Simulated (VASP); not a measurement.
**NaI in VASP: one cell, several levels of theory**

NaI built on the rocksalt prototype, under +4.1 % strain along z alone is computed at one geometry. Runs: PBE, r2SCAN. The results are then set beside those of Ansatz 0.2.0 for the same cell.

Code: VASP 6.6.1. PAW datasets, plane waves. Computed at 0 K without zero-point motion; spin polarisation is off.

## 1. The cell

The cell comes from an earlier relaxation with r2SCAN in another program, then strained, with the atoms relaxed again.

The symmetry is I4/mmm (No. 139, tetragonal); a = 4.568 Å, c = 6.725 Å in the conventional setting, 35.07 Å³ an atom. Around Na lie 6 I at 3.23–3.36 Å; around I lie 6 Na at 3.23–3.36 Å.

The structure in full:

```cif
data_structure
_symmetry_space_group_name_H-M 'P 1'
_symmetry_Int_Tables_number 1
_cell_length_a 4.6623
_cell_length_b 4.6623
_cell_length_c 4.5675
_cell_angle_alpha 60.670
_cell_angle_beta 60.670
_cell_angle_gamma 58.659
_cell_volume 70.15
loop_
_atom_site_label
_atom_site_type_symbol
_atom_site_fract_x
_atom_site_fract_y
_atom_site_fract_z
_atom_site_occupancy
Na1 Na 0.00000 0.00000 0.00000 1
I1 I 0.50000 0.50000 0.50000 1
```

## 2. PBE

Contents of INCAR:

```
ENCUT = 520.000000
SIGMA = 0.020000
EDIFF = 1.00e-07
GGA = PE
PREC = Accurate
IBRION = -1
ISIF = 2
ISMEAR = -1
NBANDS = 14
NELM = 120
NSW = 0
LASPH = .TRUE.
LCHARG = .FALSE.
LWAVE = .FALSE.
LREAL = .FALSE.
```

Contents of KPOINTS:

```
KPOINTS created by Atomic Simulation Environment
0
Gamma
8 8 8
0 0 0
```

Contents of KPOINTS_OPT:

```
special points
6
Reciprocal
0.0000000000 0.0000000000 0.0000000000 1
0.5000000000 0.0000000000 0.5000000000 1
0.6250000000 0.2500000000 0.6250000000 1
0.3750000000 0.3750000000 0.7500000000 1
0.5000000000 0.5000000000 0.5000000000 1
0.5000000000 0.2500000000 0.7500000000 1
```

Contents of POSCAR:

```
Na I
 1.0000000000000000
     0.0000000000000000    3.2297205553000001    3.3624620700999999
     3.2297205553000001    0.0000000000000000    3.3624620700999999
     3.2297205553000001    3.2297205553000001    0.0000000000000000
 Na  I
   1   1
Cartesian
  0.0000000000000000  0.0000000000000000  0.0000000000000000
  3.2297205552999997  3.2297205552999997  3.3624620700999994
```

Potentials: the recommended PBE PAW datasets, 14 valence electrons in the neutral cell.

Run with:

```bash
mpirun -np 1 vasp_std
```

## 3. r2SCAN

Contents of INCAR:

```
ENCUT = 520.000000
SIGMA = 0.010000
EDIFF = 1.00e-07
ALGO = Normal
METAGGA = R2SCAN
PREC = Accurate
IBRION = -1
ISIF = 2
ISMEAR = 0
NBANDS = 14
NELM = 120
NSW = 0
LASPH = .TRUE.
LCHARG = .FALSE.
LWAVE = .FALSE.
LREAL = .FALSE.
```

KPOINTS is that of step 2.

KPOINTS_OPT is that of step 2.

POSCAR is that of step 2.

Q: Predict the outcome of this session. Wanted: for each run, gap; pressure; Ansatz: gap; Ansatz: pressure.

As calculated:

| level | gap (eV) | pressure (GPa) | Ansatz: gap (eV) | Ansatz: pressure (GPa) |
| --- | --- | --- | --- | --- |
| PBE | 3.53 | -0.05 | 3.53 | -0.06 |
| r2SCAN | 4.31 | -0.61 | 4.30 | -0.56 |

**Reading.** The gap spans 3.53 eV (PBE) to 4.31 eV (r2SCAN). Spin-orbit coupling is left out, though the cell holds I (Z = 53); in an element this heavy it can shift bands and gaps by tenths of an eV. At this one volume the pressure spans -0.6 GPa (r2SCAN) to -0.1 GPa (PBE): PBE wants the largest cell and r2SCAN the smallest. The two programs agree on the gap within 0.02 eV, far less than the spread between functionals. Datasets and cutoffs are each program's own. VASP's cell holds 14 valence electrons and Ansatz's 26.
